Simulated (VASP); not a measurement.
Here is a VASP 6.6.1 calculation.

INCAR

```
PREC     = Accurate       # precision mode
ENCUT    = 520            # plane-wave cutoff, eV
EDIFF    = 1E-6           # SCF threshold, eV
ISMEAR   = 0              # smearing method
SIGMA    = 0.15           # smearing width, eV
LREAL    = False          # projectors in reciprocal space
LASPH    = True           # aspherical terms in the spheres
NELM     = 100            # most SCF steps
ALGO     = Fast           # electronic algorithm
ISIF     = 2              # what is computed and relaxed
LWAVE    = False          # write WAVECAR
LCHARG   = False          # write CHGCAR
GGA      = CA             # functional
NBANDS   = 16             # bands
```

The input KPOINTS:

```
regular mesh
0
Gamma
  18 18 18
```

File POSCAR:

```
WC
1.0
    0.0000000000      2.1926840000      2.1926840000
    2.1926840000      0.0000000000      2.1926840000
    2.1926840000      2.1926840000      0.0000000000
W C
1 1
Direct
   -0.1209317179      0.0000000000      0.0000000000
    0.5000000000      0.5000000000      0.5000000000
```

Potentials or basis: VASP PAW LDA potentials, release 64 (W_sv, C).

The run is started by

```bash
$ cat potpaw_LDA.64/W_sv/POTCAR potpaw_LDA.64/C/POTCAR > POTCAR
$ mpirun -np 1 vasp_std > vasp.out
```

(1) Predict the pressure.

(2) What does it give for the band gap on the k mesh?

## Answers

(1) 7.9 GPa.

(2) none (metal or under the smearing width).

Caveat: forces of over 1 eV/Å show positions far from the minimum, so gaps and moduli don't describe the material at rest.
